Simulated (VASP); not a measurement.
# Si (I4/mmm) in VASP: equation of state

Aim: energy against volume of Si in PBE, for its equilibrium volume and stiffness.

Everything below comes from runs of VASP 6.6.1. Logs are shortened: lines on timing, memory, paths and dates and some standing lists are left out, and cuts for length are marked.

## 1. The structure

It takes space group I4/mmm (No. 139, tetragonal). The conventional cell has a = 3.254 Å, b = 3.254 Å, c = 2.641 Å, α = 90.00°, β = 90.00°, γ = 90.00°. Si (site symmetry 4/mmm) is surrounded by 10 Si at 2.64 to 2.65 Å.

This isn't the form of Si at room conditions, which is diamond.

## 2. Equation of state, PBE, 13.14 Å³/atom (volume scaled by 0.94)

Input file INCAR:

```
PREC     = Accurate       # precision mode
ENCUT    = 520            # plane-wave cutoff, eV
EDIFF    = 1E-7           # SCF threshold, eV
ISMEAR   = -1             # smearing method
SIGMA    = 0.05           # smearing width, eV
LREAL    = False          # projectors in reciprocal space
LASPH    = True           # aspherical terms in the spheres
NELM     = 100            # most SCF steps
ALGO     = Normal         # electronic algorithm
ISIF     = 2              # what is computed and relaxed
LWAVE    = False          # write WAVECAR
LCHARG   = False          # write CHGCAR
GGA      = PE             # functional
NBANDS   = 8              # bands
```

Input file KPOINTS:

```
Automatic mesh
0
Gamma
  13 13 13
```

Input file POSCAR:

```
Si
1.0
   -1.5937032655      1.5937032655      1.2933767800
    1.5937032655     -1.5937032655      1.2933767800
    1.5937032655      1.5937032655     -1.2933767800
Si
1
Direct
    0.0000000000      0.0000000000      0.0000000000
```

Potentials or basis: VASP PAW PBE potentials, release 64 (Si).

The run is started by

```bash
$ cat potpaw_PBE.64/Si/POTCAR > POTCAR
$ mpirun -np 1 vasp_std > vasp.out
```

OUTCAR:

```text
PREC = Accurate
   ENCUT = 520
   EDIFF = 1E-7
   ISMEAR = -1
   LREAL = False
   LASPH = True
   NELM = 100
   ISIF = 2
   GGA = PE

 Found    196 irreducible k-points:

 Following reciprocal coordinates:
            Coordinates               Weight
  0.000000  0.000000  0.000000      1.000000
  0.076923  0.000000  0.000000      8.000000
  0.153846  0.000000  0.000000      8.000000
  0.230769 -0.000000  0.000000      8.000000
  0.307692  0.000000  0.000000      8.000000
  0.384615 -0.000000  0.000000      8.000000
   k-points           NKPTS =    196   k-points in BZ     NKDIM =    196   number of bands    NBANDS=      8
   number of dos      NEDOS =    301   number of ions     NIONS =      1
   total plane-waves  NPLWV =   8000
   dimension x,y,z NGX =    20 NGY =   20 NGZ =   20
   dimension x,y,z NGXF=    40 NGYF=   40 NGZF=   40
   ions per type =               1
   NGX,Y,Z   is equivalent  to a cutoff of  12.80, 12.80, 12.80 a.u.
   NGXF,Y,Z  is equivalent  to a cutoff of  25.59, 25.59, 25.59 a.u.
 SYSTEM =  unknown system
   PREC   = accura    normal or accurate (medium, high low for compatibility)
   ISTART =      0    job   : 0-new  1-cont  2-samecut
   ICHARG =      2    charge: 1-file 2-atom 10-const
   ISPIN  =      1    spin polarized calculation?
   LNONCOLLINEAR =      F non collinear calculations
   LSORBIT =      F    spin-orbit coupling
   LASPH  =      T    aspherical Exc in radial PAW
   ENCUT  =  520.0 eV  38.22 Ry    6.18 a.u.   4.83  4.83  4.83*2*pi/ulx,y,z
   NELM   =    100;   NELMIN=  2; NELMDL= -5     # of ELM steps
   EDIFF  = 0.1E-06   stopping-criterion for ELM
   LREAL  =      F    real-space projection
   EDIFFG = 0.1E-05   stopping-criterion for IOM
   NSW    =      0    number of steps for IOM
   IBRION =     -1    ionic relax: 0-MD 1-quasi-New 2-CG
   NFREE  =      0    steps in history (QN), initial steepest desc. (CG)
   ISIF   =      2    stress and relaxation
   ISYM   =      2    0-nonsym 1-usesym 2-fastsym
   POTIM  = 0.5000    time-step for ionic-motion
   TEBEG  =    0.0;   TEEND  =   0.0 temperature during run
   PSTRESS=    0.0 pullay stress
   NELECT =       4.0000    total number of electrons
   NUPDOWN=      -1.0000    fix difference up-down
   EMIN   =  10.00;   EMAX   =-10.00  energy-range for DOS
   EFERMI =   0.00;   METHOD = LEGACY
   ISMEAR =    -1;   SIGMA  =   0.05  broadening in eV -4-tet -1-fermi 0-gaus
   EFERMI_NEDOS =   21; number of points for ismear=-14 and -15
   IALGO  =     38    algorithm
   IMIX   =      4    mixing-type and parameters
     AMIX     =   0.40;   BMIX     =  1.00
     AMIX_MAG =   1.60;   BMIX_MAG =  1.00
  volume/ion in A,a.u.               =      13.14        88.67
  Fermi-wavevector in a.u.,A,eV,Ry     =   1.101273  2.081103 16.501164  1.212801
  Thomas-Fermi vector in A             =   2.237697
   LORBIT       =      0    0 simple, 1 ext, 2 COOP (PROOUT), +10 PAW based schemes
   GGA     = PE    functional components
   LHFCALC =     F    Hartree Fock is set to
   AEXX    =    0.0000 exact exchange contribution
   IVDW    =     0    specifies the selected vdW correction
   LEPSILON=     F    determine dielectric tensor
   LRPA    =     F    only Hartree local field effects (RPA)
 non-spin polarized calculation
  energy-cutoff  :      520.00
  volume of cell :       13.14
 maximum number of plane-waves:       364
   NGX =  9   NGY =  9   NGZ =  9

 number of electron       4.0000000 magnetization

 Free energy of the ion-electron system (eV)
  ---------------------------------------------------
  ext. energy  EPLUGINS =         0.00000000
  ---------------------------------------------------
  free energy    TOTEN  =        -4.88902533 eV

  energy without entropy =       -4.88429370  energy(sigma->0) =       -4.88665951

 E-fermi :  11.4137     XC(G=0): -11.5777

 val. band max:       11.3866469169   @ k =   0.4615   0.1538   0.0769
 cond. band min:      11.4176433530   @ k =  -0.1538   0.3846   0.1538
 fundamental gap:      0.0309964360
 Fermi energy:        11.4136610600

 k-point     1 :       0.0000    0.0000    0.0000
  band No.  band energies     occupation
      1      -3.9036      2.00000
      2      21.1502      0.00000
      3      22.2681      0.00000
      4      22.2681      0.00000
      5      24.7518      0.00000
      6      26.4140      0.00000
      7      27.0995      0.00000
      8      27.0995      0.00000

 k-point     2 :       0.0769    0.0000    0.0000
  band No.  band energies     occupation
      1      -3.6904      2.00000
      2      19.9055      0.00000
      3      21.6189      0.00000
      4      23.4888      0.00000
      5      23.5874      0.00000
      6      26.1868      0.00000
      7      26.3415      0.00000
      8      27.2524      0.00000

 k-point     3 :       0.1538    0.0000    0.0000
  band No.  band energies     occupation
      1      -3.0520      2.00000
      2      18.5590      0.00000
      3      20.0564      0.00000
      4      20.5493      0.00000
      5      23.1503      0.00000
      6      25.6267      0.00000
      7      27.0100      0.00000
      8      28.7133      0.00000

 k-point     4 :       0.2308   -0.0000    0.0000
  band No.  band energies     occupation
      1      -1.9927      2.00000
      2      16.2965      0.00000
      3      17.5509      0.00000
      4      19.6284      0.00000
      5      21.3677      0.00000
      6      24.2096      0.00000
      7      29.4126      0.00000
      8      29.6854      0.00000

 k-point     5 :       0.3077    0.0000    0.0000
  band No.  band energies     occupation
      1      -0.5194      2.00000
      2      12.6754      0.00000
      3      16.9032      0.00000
      4      18.9694      0.00000
      5      19.7776      0.00000
      6      22.8681      0.00000
      7      29.6250      0.00000
      8      32.7926      0.00000

 k-point     6 :       0.3846   -0.0000    0.0000
  band No.  band energies     occupation
      1       1.3569      2.00000
      2       9.3321      2.00000
      3      16.6029      0.00000
      4      18.5583      0.00000
      5      18.5784      0.00000
      6      21.8530      0.00000
      7      30.1608      0.00000
      8      35.2387      0.00000

 [... further k-points ...]

------------------------ aborting loop because EDIFF is reached ----------------------------------------

  FORCE on cell =-STRESS in cart. coord.  units (eV):
  Direction    XX          YY          ZZ          XY          YZ          ZX
  --------------------------------------------------------------------------------------
  -------------------------------------------------------------------------------------
  Total        0.9558018      0.9558018      0.7639194      0.0000000     -0.0000000      0.0000000
  in kB      116.5409168    116.5409168     93.1447002      0.0000000     -0.0000000      0.0000000
  external PRESSURE =     108.7421779 kB  Pullay stress =       0.0000000 kB

 VOLUME and BASIS-vectors are now :
 -----------------------------------------------------------------------------
  energy-cutoff  :      520.00
  volume of cell :       13.14
      direct lattice vectors                 reciprocal lattice vectors
    -1.593703266  1.593703266  1.293376780     0.000000000  0.313734690  0.386584952
     1.593703266 -1.593703266  1.293376780     0.313734690  0.000000000  0.386584952
     1.593703266  1.593703266 -1.293376780     0.313734690  0.313734690  0.000000000

 POSITION                                       TOTAL-FORCE (eV/Angst)
 -----------------------------------------------------------------------------------
      0.00000      0.00000      0.00000        -0.000000      0.000000     -0.000000
 -----------------------------------------------------------------------------------
    total drift:                               -0.000000     -0.000000      0.000000

  FREE ENERGIE OF THE ION-ELECTRON SYSTEM (eV)
  ---------------------------------------------------
  free  energy   TOTEN  =        -4.8890253258 eV

  energy  without entropy=       -4.8842936987  energy(sigma->0) =       -4.88665951
```

It took 33 s on 1 thread of AMD EPYC, shared host; peak memory 0.09 GiB.

Results:

```yaml
Free_energy: -4.8890 eV
Pressure: 10.9 GPa
Band_gap_on_the_k_mesh: none (metal or under the smearing width)
```

## 3. Equation of state, PBE, 13.42 Å³/atom (volume scaled by 0.96)

Input file INCAR:

```
ALGO = Normal ; EDIFF = 1E-7
ENCUT = 520 ; GGA = PE
ISIF = 2 ; ISMEAR = -1
LASPH = T ; LCHARG = F
LREAL = F ; LWAVE = F
NBANDS = 8 ; NELM = 60
PREC = Accurate ; SIGMA = 0.05
```

Input file KPOINTS:

```
k-points
0
Gamma
  13 13 13
```

Input file POSCAR:

```
Si
1.0
   -1.6049268977      1.6049268977      1.3024853673
    1.6049268977     -1.6049268977      1.3024853673
    1.6049268977      1.6049268977     -1.3024853673
Si
1
Direct
    0.0000000000      0.0000000000      0.0000000000
```

Potentials or basis: VASP PAW PBE potentials, release 64 (Si).

The run is started by

```bash
$ cat potpaw_PBE.64/Si/POTCAR > POTCAR
$ mpirun -np 1 vasp_std > vasp.out
```

OUTCAR:

```text
EDIFF = 1E-7
   ENCUT = 520
   GGA = PE
   ISIF = 2
   ISMEAR = -1
   LASPH = T
   LREAL = F
   NELM = 60
   PREC = Accurate

 Found    196 irreducible k-points:

 Following reciprocal coordinates:
            Coordinates               Weight
  0.000000  0.000000  0.000000      1.000000
  0.076923  0.000000  0.000000      8.000000
  0.153846  0.000000  0.000000      8.000000
  0.230769  0.000000  0.000000      8.000000
  0.307692  0.000000  0.000000      8.000000
  0.384615 -0.000000  0.000000      8.000000
[... 132 lines left out ...]
      3      16.2192      0.00000
      4      18.1567      0.00000
      5      18.2336      0.00000
      6      21.3896      0.00000
      7      29.6450      0.00000
      8      34.6351      0.00000

 [... further k-points ...]
[... 5 lines left out ...]
  --------------------------------------------------------------------------------------
  -------------------------------------------------------------------------------------
  Total        0.7531671      0.7531671      0.5354877      0.0000000     -0.0000000      0.0000000
  in kB       89.9204646     89.9204646     63.9317754      0.0000000     -0.0000000      0.0000000
  external PRESSURE =      81.2575682 kB  Pullay stress =       0.0000000 kB

 VOLUME and BASIS-vectors are now :
 -----------------------------------------------------------------------------
  energy-cutoff  :      520.00
  volume of cell :       13.42
      direct lattice vectors                 reciprocal lattice vectors
    -1.604926898  1.604926898  1.302485367     0.000000000  0.311540669  0.383881472
     1.604926898 -1.604926898  1.302485367     0.311540669  0.000000000  0.383881472
     1.604926898  1.604926898 -1.302485367     0.311540669  0.311540669  0.000000000

 POSITION                                       TOTAL-FORCE (eV/Angst)
 -----------------------------------------------------------------------------------
      0.00000      0.00000      0.00000         0.000000      0.000000     -0.000000
 -----------------------------------------------------------------------------------
    total drift:                                0.000000      0.000000      0.000000

  FREE ENERGIE OF THE ION-ELECTRON SYSTEM (eV)
  ---------------------------------------------------
  free  energy   TOTEN  =        -4.9055742325 eV

  energy  without entropy=       -4.9007622512  energy(sigma->0) =       -4.90316824
```

It took 34 s on 1 thread of AMD EPYC, shared host; peak memory 0.1 GiB.

What came out:

```yaml
Free_energy: -4.9056 eV
Pressure: 8.1 GPa
Band_gap_on_the_k_mesh: none (metal or under the smearing width)
```

## 4. Equation of state, PBE, 13.70 Å³/atom (volume scaled by 0.98)

Input file INCAR:

```
PREC = Accurate
ENCUT = 520
EDIFF = 1E-7
ISMEAR = -1
SIGMA = 0.05
LREAL = F
LASPH = T
NELM = 100
ALGO = Normal
ISIF = 2
LWAVE = F
LCHARG = F
GGA = PE
NBANDS = 8
```

Input file KPOINTS:

```
Automatic mesh
0
Gamma
  13 13 13
```

Input file POSCAR:

```
Si
1.0
   -1.6159957088      1.6159957088      1.3114683088
    1.6159957088     -1.6159957088      1.3114683088
    1.6159957088      1.6159957088     -1.3114683088
Si
1
Direct
    0.0000000000      0.0000000000      0.0000000000
```

The run is started by

```bash
$ cat potpaw_PBE.64/Si/POTCAR > POTCAR
$ mpirun -np 1 vasp_std > vasp.out
```

It took 30 s on 1 thread of AMD EPYC, shared host; peak memory 0.1 GiB.

It converged, with:

* Free energy: -4.9176 eV
* Pressure: 5.7 GPa
* Band gap on the k mesh: none (metal or under the smearing width)

## 5. Equation of state, PBE, 14.26 Å³/atom (volume scaled by 1.02)

Input file INCAR:

```
PREC = Accurate ; ENCUT = 520
EDIFF = 1E-7 ; ISMEAR = -1
SIGMA = 0.05 ; LREAL = F
LASPH = T ; NELM = 80
ALGO = Normal ; ISIF = 2
LWAVE = F ; LCHARG = F
GGA = PE ; NBANDS = 8
```

Input file KPOINTS:

```
regular mesh
0
Gamma
  13 13 13
```

Input file POSCAR:

```
Si
1.0
   -1.6376895151      1.6376895151      1.3290740111
    1.6376895151     -1.6376895151      1.3290740111
    1.6376895151      1.6376895151     -1.3290740111
Si
1
Direct
    0.0000000000      0.0000000000      0.0000000000
```

The run is started by

```bash
$ cat potpaw_PBE.64/Si/POTCAR > POTCAR
$ mpirun -np 1 vasp_std > vasp.out
```

It took 32 s on 1 thread of AMD EPYC, shared host; peak memory 0.1 GiB.

It converged, with:

* Free energy: -4.9299 eV
* Pressure: 1.5 GPa
* Band gap on the k mesh: none (metal or under the smearing width)

## 6. Equation of state, PBE, 14.54 Å³/atom (volume scaled by 1.04)

Input file INCAR:

```
SYSTEM = Si
ALGO = Normal ; EDIFF = 1E-7
ENCUT = 520 ; GGA = PE
ISIF = 2 ; ISMEAR = -1
LASPH = .TRUE. ; LCHARG = .FALSE.
LREAL = .FALSE. ; LWAVE = .FALSE.
NBANDS = 8 ; NELM = 80
PREC = Accurate ; SIGMA = 0.05
```

Input file KPOINTS:

```
k-points
0
G
  13 13 13
  0 0 0
```

Input file POSCAR:

```
Si
1.0
   -1.6483241605      1.6483241605      1.3377046037
    1.6483241605     -1.6483241605      1.3377046037
    1.6483241605      1.6483241605     -1.3377046037
Si
1
Direct
    0.0000000000      0.0000000000      0.0000000000
```

Potentials or basis: VASP PAW PBE potentials, release 64 (Si).

The run is started by

```bash
$ cat potpaw_PBE.64/Si/POTCAR > POTCAR
$ mpirun -np 1 vasp_std > vasp.out
```

Run time: 33 s. Hardware: 1 thread of AMD EPYC, shared host; peak memory 0.1 GiB.

The run converged. Its results:

```yaml
Free_energy: -4.9309 eV
Pressure: -0.3 GPa
Band_gap_on_the_k_mesh: none (metal or under the smearing width)
```

## 7. Equation of state, PBE, 14.82 Å³/atom (volume scaled by 1.06)

Input file INCAR:

```
SYSTEM = Si
PREC = Accurate
ENCUT = 520
EDIFF = 1E-7
ISMEAR = -1
SIGMA = 0.05
LREAL = .FALSE.
LASPH = .TRUE.
NELM = 80
ALGO = Normal
ISIF = 2
LWAVE = .FALSE.
LCHARG = .FALSE.
GGA = PE
NBANDS = 8
```

Input file KPOINTS:

```
regular mesh
0
G
  13 13 13
  0 0 0
```

Input file POSCAR:

```
Si
1.0
   -1.6588233236      1.6588233236      1.3462252449
    1.6588233236     -1.6588233236      1.3462252449
    1.6588233236      1.6588233236     -1.3462252449
Si
1
Direct
    0.0000000000      0.0000000000      0.0000000000
```

The run is started by

```bash
$ cat potpaw_PBE.64/Si/POTCAR > POTCAR
$ mpirun -np 1 vasp_std > vasp.out
```

Wall time 30 s (1 thread of AMD EPYC, shared host); peak memory 0.1 GiB.

Results (log left out):

| Item | Value |
| --- | --- |
| Free energy | -4.9292 eV |
| Pressure | -1.8 GPa |
| Band gap on the k mesh | none (metal or under the smearing width) |

## 8. Equation of state, PBE

Potentials or basis: VASP PAW PBE potentials, release 64 (Si).

This step only gathers the single runs of the series.

What came out:

```
Equilibrium volume                        : 14.50 Å³/atom
Bulk modulus at fixed shape and positions : 87 GPa
Pressure derivative of the bulk modulus   : 4.9 (rough: it moves with the points fitted)
```

Energy against volume, from the lowest point:
```csv
volume (Å³/atom),energy (meV/atom)
13.140,41.89
13.420,25.35
13.699,13.28
13.979,5.30
14.258,1.03
14.538,0.00
14.818,1.75
```

Caveat: the cell was scaled at fixed shape and fractional positions, which overstates the stiffness of a crystal with free parameters, most of all of layers and chains.
